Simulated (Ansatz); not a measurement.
# ZnS: band gap under strain

How does strain move the band edges of wurtzite ZnS, and do the functionals agree on it? States: no strain; -1.0 % biaxial strain in x and y, free along z; -0.5 % strain along x alone.

Code: Ansatz 0.2.0. PAW datasets, plane waves. Spin-unpolarised throughout; all numbers are computed.

### 1 The structure to begin with

The unstrained cell was relaxed with r2SCAN; in each strained cell the atoms were relaxed again with r2SCAN. Names of k-points are those of the unstrained zone, where strain can split equivalent points. First state: no strain.

The symmetry is P6_3mc (No. 186, hexagonal); a = 3.805 Å, c = 6.244 Å in the conventional setting, 19.58 Å³ an atom. Around Zn lie 4 S at 2.33–2.34 Å; around S lie 4 Zn at 2.33–2.34 Å.

The structure in full:

```cif
data_structure
_symmetry_space_group_name_H-M 'P6_3mc'
_symmetry_Int_Tables_number 186
_cell_length_a 3.8055
_cell_length_b 3.8055
_cell_length_c 6.2440
_cell_angle_alpha 90.000
_cell_angle_beta 90.000
_cell_angle_gamma 120.000
_cell_volume 78.31
loop_
_atom_site_label
_atom_site_type_symbol
_atom_site_symmetry_multiplicity
_atom_site_Wyckoff_symbol
_atom_site_fract_x
_atom_site_fract_y
_atom_site_fract_z
_atom_site_occupancy
Zn1 Zn 2 b 0.33333 0.66667 0.00034 1
S1 S 2 b 0.33333 0.66667 0.37466 1
```

### 2 No strain: PBE

Input file input.yaml:

```yaml
crystal:
  lattice:
    - [3.8054503139, 0.0, 0.0]
    - [-1.902725157, 3.2956166447, 0.0]
    - [0.0, 0.0, 6.2439931235]
  atoms:
    - { symbol: Zn, position: [0.3333333333, 0.6666666667, 0.000338139] }
    - { symbol: Zn, position: [0.6666666667, 0.3333333333, 0.500338139] }
    - { symbol: S, position: [0.3333333333, 0.6666666667, 0.374661861] }
    - { symbol: S, position: [0.6666666667, 0.3333333333, 0.874661861] }
kpoints:
  mp_grid: { grid: [12, 12, 4] }
  band_path:
    path:
      - [0.0, 0.0, 0.0]
      - [0.5, 0.0, 0.0]
      - [0.3333333333, 0.3333333333, 0.0]
      - [0.0, 0.0, 0.5]
      - [0.5, 0.0, 0.5]
      - [0.3333333333, 0.3333333333, 0.5]
    npoints: 1
hamiltonian:
  xc: pbe
scf:
  occupations: { method: fermi_dirac, width: 0.02 }
  n_extra_bands: 5
output:
  forces: true
  stress: true
  eigenvalues: true
```

On the command line:

```console
$ ansatz run input.yaml --threads 2 --pin off --max-ram 2211MiB --backend cpu --events-out ev --progress --plain --runs-dir out
```

The runs that follow: No strain: r2SCAN; No strain: HSE06; -1.0 % biaxial strain in x and y, free along z: PBE; -1.0 % biaxial strain in x and y, free along z: r2SCAN; -1.0 % biaxial strain in x and y, free along z: HSE06; -0.5 % strain along x alone: PBE; -0.5 % strain along x alone: r2SCAN; -0.5 % strain along x alone: HSE06.

Q: Predict the outcome of this session.

**Answer**, as computed:

Least gap in eV (negative: overlap), with the change from the unstrained cell in brackets:

```
                                         state  volume change (%)           PBE        r2SCAN         HSE06
                                     no strain               +0.0          2.21          2.78          3.44
-1.0 % biaxial strain in x and y, free along z               -1.4  2.22 (+0.01)  2.79 (+0.01)  3.45 (+0.01)
                   -0.5 % strain along x alone               -0.5  2.22 (+0.01)  2.78 (+0.00)  3.45 (+0.01)
```

What this shows: The HSE06 gap hardly moves: by 0.008 eV at most. PBE and HSE06 differ by 1.23 eV on the unstrained gap, and by at most 0.00 eV on its change.
